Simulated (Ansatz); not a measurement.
Levels of theory for SiO2 (I-42d)

All numbers come from Ansatz. Calculated for a static, non-magnetic cell.

The cell is SiO2 (I-42d) from a database structure; cell and atoms were relaxed with r2SCAN. It is tetragonal, I-42d (No. 122); a = 4.946 Å, c = 7.314 Å in the conventional setting, 14.91 Å³ an atom. Si has 4 O at 1.61 Å; O has 2 Si at 1.61 Å.

```
Si O
1.0
    -2.47315    2.47315    3.65685
     2.47315   -2.47315    3.65685
     2.47315    2.47315   -3.65685
Si O
2 4
Direct
  0.00000 0.00000 0.00000
  0.75000 0.25000 0.50000
  0.37500 0.22313 0.34813
  0.97313 0.62500 0.84813
  0.77687 0.12500 0.15187
  0.87500 0.02687 0.65187
```

Relaxed lattice by functional, symmetry kept:

| functional | k mesh | a (Å) | c (Å) | volume (Å³/atom) |
| --- | --- | --- | --- | --- |
| PBE | 6×6×6 | 5.026 | 7.372 | 15.52 |
| r2SCAN | 6×6×6 | 4.946 | 7.314 | 14.91 |
| PBEsol | 6×6×6 | 4.984 | 7.336 | 15.19 |

On this one geometry the levels give:

| level | k mesh | gap (eV) | kind | edges | least direct gap (eV) |
| --- | --- | --- | --- | --- | --- |
| PBE | 8×8×8 | 5.93 | direct | Γ | 5.93 |
| r2SCAN | 8×8×8 | 6.56 | direct | Γ | 6.56 |
| HSE06 | 4×4×4 | 7.72 | direct | Γ | 7.72 |
| PBE0 | 4×4×4 | 8.49 | direct | Γ | 8.49 |

PBE: smearing of 0.02 eV; the others have fixed occupations.
Wave cutoffs: 420 eV, 500 eV (r2SCAN).

The HSE06 gap is direct at Γ: 7.72 eV.

r2SCAN covers 35 % of the step from PBE to HSE06, while HSE06 needs about 4 times r2SCAN's rough cost (on a coarser mesh). Among these functionals the gap stays direct.

r2SCAN (ground state on 6×6×6): ε∞: 2.15 along x and y, 2.16 along z. Born charges, averaged over directions: Si +3.33, O -1.66 e.

On the PBEsol cell (a = 4.984 Å, c = 7.336 Å), with PBEsol: All optical modes at Γ are real, from 132 to 1101 cm⁻¹ without the longitudinal term; this says nothing of other wave vectors. With the long-range field the highest mode reaches 1208 cm⁻¹. ε∞: 2.23 along x and y, 2.25 along z. With the ions relaxed, ε⁰ is 3.9 along x and y, 4.1 along z. Born charges, averaged over directions: Si +3.33, O -1.66 e.
